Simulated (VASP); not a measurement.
# NaCl (Pm-3m) in VASP: a series of runs, part 2 of 2

VASP 6.6.1.

## Step 4: Equation of state, PBEsol, 21.05 Å³/atom (volume scaled by 0.98)

Contents of INCAR:

```
PREC = Accurate ; ENCUT = 520
EDIFF = 1E-7 ; ISMEAR = -1
SIGMA = 0.05 ; LREAL = False
LASPH = True ; NELM = 60
ALGO = Normal ; ISIF = 2
LWAVE = False ; LCHARG = False
GGA = PS ; NBANDS = 14
```

Contents of KPOINTS:

```
Automatic mesh
0
Gamma
  8 8 8
```

Contents of POSCAR:

```
NaCl
1.0
    3.4786846609      0.0000000000      0.0000000000
    0.0000000000      3.4786846609      0.0000000000
    0.0000000000      0.0000000000      3.4786846609
Cl Na
1 1
Direct
    0.5000000000      0.5000000000      0.5000000000
    0.0000000000      0.0000000000      0.0000000000
```

On the command line:

```bash
cat potpaw_PBE.64/Cl/POTCAR potpaw_PBE.64/Na_pv/POTCAR > POTCAR
mpirun -np 1 vasp_std > vasp.out
```

Run time: 13 s. Hardware: 1 thread of Intel Xeon Platinum 8488C (Sapphire Rapids), shared host; peak memory 0.15 GiB.

The run converged. Its results:

```yaml
Free_energy: -6.7280 eV
Pressure: -0.7 GPa
Band_gap_on_the_k_mesh: 3.90 eV, indirect (least direct gap 4.42 eV)
```

Caveat: the PAW data sets were made with another functional, which shifts forces and pressure a little.

## Step 5: Equation of state, PBEsol, 21.91 Å³/atom (volume scaled by 1.02)

INCAR is that of step 4.

KPOINTS is that of step 4.

Contents of POSCAR:

```
NaCl
1.0
    3.5253839872      0.0000000000      0.0000000000
    0.0000000000      3.5253839872      0.0000000000
    0.0000000000      0.0000000000      3.5253839872
Cl Na
1 1
Direct
    0.5000000000      0.5000000000      0.5000000000
    0.0000000000      0.0000000000      0.0000000000
```

On the command line:

```bash
cat potpaw_PBE.64/Cl/POTCAR potpaw_PBE.64/Na_pv/POTCAR > POTCAR
mpirun -np 1 vasp_std > vasp.out
```

It took 10 s on 1 thread of Intel Xeon Platinum 8488C (Sapphire Rapids), shared host; peak memory 0.16 GiB.

It converged, with:

```
Free energy            : -6.7153 eV
Pressure               : -1.7 GPa
Band gap on the k mesh : 3.78 eV, indirect (least direct gap 4.26 eV)
```

Caveat: the PAW data sets were made with another functional, which shifts forces and pressure a little.

## Step 6: Equation of state, PBEsol, 22.34 Å³/atom (volume scaled by 1.04)

INCAR is that of step 5.

KPOINTS is that of step 5.

Contents of POSCAR:

```
NaCl
1.0
    3.5482767325      0.0000000000      0.0000000000
    0.0000000000      3.5482767325      0.0000000000
    0.0000000000      0.0000000000      3.5482767325
Cl Na
1 1
Direct
    0.5000000000      0.5000000000      0.5000000000
    0.0000000000      0.0000000000      0.0000000000
```

Potentials or basis: VASP PAW PBE potentials, release 64 (Cl, Na_pv).

On the command line:

```bash
cat potpaw_PBE.64/Cl/POTCAR potpaw_PBE.64/Na_pv/POTCAR > POTCAR
mpirun -np 1 vasp_std > vasp.out
```

Wall time 15 s (1 thread of Intel Xeon Platinum 8488C (Sapphire Rapids), shared host); peak memory 0.16 GiB.

Results (log left out):

```
Free energy            : -6.7056 eV
Pressure               : -2.0 GPa
Band gap on the k mesh : 3.72 eV, indirect (least direct gap 4.19 eV)
```

Caveat: the PAW data sets were made with another functional, which shifts forces and pressure a little.

## Step 7: Equation of state, PBEsol, 22.77 Å³/atom (volume scaled by 1.06)

INCAR is that of step 6.

KPOINTS is that of step 6.

Contents of POSCAR:

```
NaCl
1.0
    3.5708778306      0.0000000000      0.0000000000
    0.0000000000      3.5708778306      0.0000000000
    0.0000000000      0.0000000000      3.5708778306
Cl Na
1 1
Direct
    0.5000000000      0.5000000000      0.5000000000
    0.0000000000      0.0000000000      0.0000000000
```

On the command line:

```bash
cat potpaw_PBE.64/Cl/POTCAR potpaw_PBE.64/Na_pv/POTCAR > POTCAR
mpirun -np 1 vasp_std > vasp.out
```

Wall time 11 s (1 thread of Intel Xeon Platinum 8488C (Sapphire Rapids), shared host); peak memory 0.15 GiB.

The run converged. Its results:

```
Free energy            : -6.6939 eV
Pressure               : -2.4 GPa
Band gap on the k mesh : 3.66 eV, indirect (least direct gap 4.12 eV)
```

Caveat: the PAW data sets were made with another functional, which shifts forces and pressure a little.

## Step 8: Equation of state, PBEsol

Potentials or basis: VASP PAW PBE potentials, release 64 (Cl, Na_pv).

This step only gathers the single runs of the series.

What came out:

| Property | Result |
| --- | --- |
| Equilibrium volume | 20.51 Å³/atom |
| Bulk modulus | 29 GPa |
| Pressure derivative of the bulk modulus | 4.8 |

Energy against volume, from the lowest point:
| volume (Å³/atom) | energy (meV/atom) |
| --- | --- |
| 20.189 | 0.39 |
| 20.619 | 0.00 |
| 21.048 | 1.16 |
| 21.478 | 3.72 |
| 21.907 | 7.50 |
| 22.337 | 12.38 |
| 22.766 | 18.21 |

Caveat: the PAW data sets were made with another functional, which shifts forces and pressure a little.

## Step 9: Equation of state, PBE, 20.19 Å³/atom (volume scaled by 0.94)

Contents of INCAR:

```
PREC     = Accurate       # precision mode
ENCUT    = 520            # plane-wave cutoff, eV
EDIFF    = 1E-7           # SCF threshold, eV
ISMEAR   = -1             # smearing method
SIGMA    = 0.05           # smearing width, eV
LREAL    = False          # projectors in reciprocal space
LASPH    = True           # aspherical terms in the spheres
NELM     = 100            # most SCF steps
ALGO     = Normal         # electronic algorithm
ISIF     = 2              # what is computed and relaxed
LWAVE    = False          # write WAVECAR
LCHARG   = False          # write CHGCAR
GGA      = PE             # functional
NBANDS   = 14             # bands
```

KPOINTS is that of step 7.

Contents of POSCAR:

```
NaCl
1.0
    3.4306966741      0.0000000000      0.0000000000
    0.0000000000      3.4306966741      0.0000000000
    0.0000000000      0.0000000000      3.4306966741
Cl Na
1 1
Direct
    0.5000000000      0.5000000000      0.5000000000
    0.0000000000      0.0000000000      0.0000000000
```

Potentials or basis: VASP PAW PBE potentials, release 64 (Cl, Na_pv).

On the command line:

```bash
cat potpaw_PBE.64/Cl/POTCAR potpaw_PBE.64/Na_pv/POTCAR > POTCAR
mpirun -np 1 vasp_std > vasp.out
```

Wall time 9.3 s (1 thread of Intel Xeon 6975P-C (Granite Rapids), shared host); peak memory 0.15 GiB.

It converged, with:

```yaml
Free_energy: -6.4528 eV
Pressure: 1.9 GPa
Band_gap_on_the_k_mesh: 4.20 eV, indirect (least direct gap 4.74 eV)
```

## Step 10: Equation of state, PBE, 20.62 Å³/atom (volume scaled by 0.96)

Contents of INCAR:

```
ALGO = Normal ; EDIFF = 1E-7
ENCUT = 520 ; GGA = PE
ISIF = 2 ; ISMEAR = -1
LASPH = True ; LCHARG = False
LREAL = False ; LWAVE = False
NBANDS = 14 ; NELM = 60
PREC = Accurate ; SIGMA = 0.05
```

Contents of KPOINTS:

```
k-points
0
Gamma
  8 8 8
```

Contents of POSCAR:

```
NaCl
1.0
    3.4548573058      0.0000000000      0.0000000000
    0.0000000000      3.4548573058      0.0000000000
    0.0000000000      0.0000000000      3.4548573058
Cl Na
1 1
Direct
    0.5000000000      0.5000000000      0.5000000000
    0.0000000000      0.0000000000      0.0000000000
```

On the command line:

```bash
cat potpaw_PBE.64/Cl/POTCAR potpaw_PBE.64/Na_pv/POTCAR > POTCAR
mpirun -np 1 vasp_std > vasp.out
```

Wall time 10 s (1 thread of Intel Xeon 6975P-C (Granite Rapids), shared host); peak memory 0.15 GiB.

The run converged. Its results:

```yaml
Free_energy: -6.4615 eV
Pressure: 1.2 GPa
Band_gap_on_the_k_mesh: 4.12 eV, indirect (least direct gap 4.64 eV)
```

## Step 11: Equation of state, PBE, 21.05 Å³/atom (volume scaled by 0.98)

Contents of INCAR:

```
  ALGO = Normal
  EDIFF = 1E-7
  ENCUT = 520
  GGA = PE
  ISIF = 2
  ISMEAR = -1
  LASPH = T
  LCHARG = F
  LREAL = F
  LWAVE = F
  NBANDS = 14
  NELM = 60
  PREC = Accurate
  SIGMA = 0.05
```

KPOINTS is that of step 10.

Contents of POSCAR:

```
NaCl
1.0
    3.4786846609      0.0000000000      0.0000000000
    0.0000000000      3.4786846609      0.0000000000
    0.0000000000      0.0000000000      3.4786846609
Cl Na
1 1
Direct
    0.5000000000      0.5000000000      0.5000000000
    0.0000000000      0.0000000000      0.0000000000
```

On the command line:

```bash
cat potpaw_PBE.64/Cl/POTCAR potpaw_PBE.64/Na_pv/POTCAR > POTCAR
mpirun -np 1 vasp_std > vasp.out
```

Run time: 11 s. Hardware: 1 thread of Intel Xeon 6975P-C (Granite Rapids), shared host; peak memory 0.15 GiB.

The run converged. Its results:

- Free energy: -6.4667 eV
- Pressure: 0.6 GPa
- Band gap on the k mesh: 4.05 eV, indirect (least direct gap 4.55 eV)

## Step 12: Equation of state, PBE, 21.91 Å³/atom (volume scaled by 1.02)

Contents of INCAR:

```
PREC = Accurate
ENCUT = 520
EDIFF = 1E-7
ISMEAR = -1
SIGMA = 0.05
LREAL = False
LASPH = True
NELM = 100
ALGO = Normal
ISIF = 2
LWAVE = False
LCHARG = False
GGA = PE
NBANDS = 14
```

Contents of KPOINTS:

```
regular mesh
0
Gamma
  8 8 8
```

Contents of POSCAR:

```
NaCl
1.0
    3.5253839872      0.0000000000      0.0000000000
    0.0000000000      3.5253839872      0.0000000000
    0.0000000000      0.0000000000      3.5253839872
Cl Na
1 1
Direct
    0.5000000000      0.5000000000      0.5000000000
    0.0000000000      0.0000000000      0.0000000000
```

Potentials or basis: VASP PAW PBE potentials, release 64 (Cl, Na_pv).

On the command line:

```bash
cat potpaw_PBE.64/Cl/POTCAR potpaw_PBE.64/Na_pv/POTCAR > POTCAR
mpirun -np 1 vasp_std > vasp.out
```

It took 9.1 s on 1 thread of Intel Xeon 6975P-C (Granite Rapids), shared host; peak memory 0.16 GiB.

The run converged. Its results:

* Free energy: -6.4679 eV
* Pressure: -0.4 GPa
* Band gap on the k mesh: 3.91 eV, indirect (least direct gap 4.39 eV)

## Step 13: Equation of state, PBE, 22.34 Å³/atom (volume scaled by 1.04)

Contents of INCAR:

```
SYSTEM = NaCl
  PREC = Accurate
  ENCUT = 520
  EDIFF = 1E-7
  ISMEAR = -1
  SIGMA = 0.05
  LREAL = .False.
  LASPH = .True.
  NELM = 100
  ALGO = Normal
  ISIF = 2
  LWAVE = .False.
  LCHARG = .False.
  GGA = PE
  NBANDS = 14
```

Contents of KPOINTS:

```
regular mesh
0
Gamma
  8 8 8
  0 0 0
```

Contents of POSCAR:

```
NaCl
1.0
    3.5482767325      0.0000000000      0.0000000000
    0.0000000000      3.5482767325      0.0000000000
    0.0000000000      0.0000000000      3.5482767325
Cl Na
1 1
Direct
    0.5000000000      0.5000000000      0.5000000000
    0.0000000000      0.0000000000      0.0000000000
```

On the command line:

```bash
cat potpaw_PBE.64/Cl/POTCAR potpaw_PBE.64/Na_pv/POTCAR > POTCAR
mpirun -np 1 vasp_std > vasp.out
```

It took 11 s on 1 thread of Intel Xeon 6975P-C (Granite Rapids), shared host; peak memory 0.15 GiB.

It converged, with:

- Free energy: -6.4646 eV
- Pressure: -0.9 GPa
- Band gap on the k mesh: 3.85 eV, indirect (least direct gap 4.31 eV)

## Step 14: Equation of state, PBE, 22.77 Å³/atom (volume scaled by 1.06)

Contents of INCAR:

```
  PREC = Accurate
  ENCUT = 520
  EDIFF = 1E-7
  ISMEAR = -1
  SIGMA = 0.05
  LREAL = False
  LASPH = True
  NELM = 80
  ALGO = Normal
  ISIF = 2
  LWAVE = False
  LCHARG = False
  GGA = PE
  NBANDS = 14
```

Contents of KPOINTS:

```
regular mesh
0
Gamma
  8 8 8
```

Contents of POSCAR:

```
NaCl
1.0
    3.5708778306      0.0000000000      0.0000000000
    0.0000000000      3.5708778306      0.0000000000
    0.0000000000      0.0000000000      3.5708778306
Cl Na
1 1
Direct
    0.5000000000      0.5000000000      0.5000000000
    0.0000000000      0.0000000000      0.0000000000
```

On the command line:

```bash
cat potpaw_PBE.64/Cl/POTCAR potpaw_PBE.64/Na_pv/POTCAR > POTCAR
mpirun -np 1 vasp_std > vasp.out
```

Run time: 9 s. Hardware: 1 thread of Intel Xeon 6975P-C (Granite Rapids), shared host; peak memory 0.15 GiB.

The run converged. Its results:

| Quantity | Value |
| --- | --- |
| Free energy | -6.4591 eV |
| Pressure | -1.3 GPa |
| Band gap on the k mesh | 3.79 eV, indirect (least direct gap 4.24 eV) |

## Step 15: Equation of state, PBE

Potentials or basis: VASP PAW PBE potentials, release 64 (Cl, Na_pv).

This step only gathers the single runs of the series.

Results:

- Equilibrium volume: 21.57 Å³/atom
- Bulk modulus: 26 GPa
- Pressure derivative of the bulk modulus: 4.7

Energy against volume, from the lowest point:
| volume (Å³/atom) | energy (meV/atom) |
| --- | --- |
| 20.189 | 7.97 |
| 20.619 | 3.61 |
| 21.048 | 1.01 |
| 21.478 | 0.00 |
| 21.907 | 0.39 |
| 22.337 | 2.04 |
| 22.766 | 4.80 |
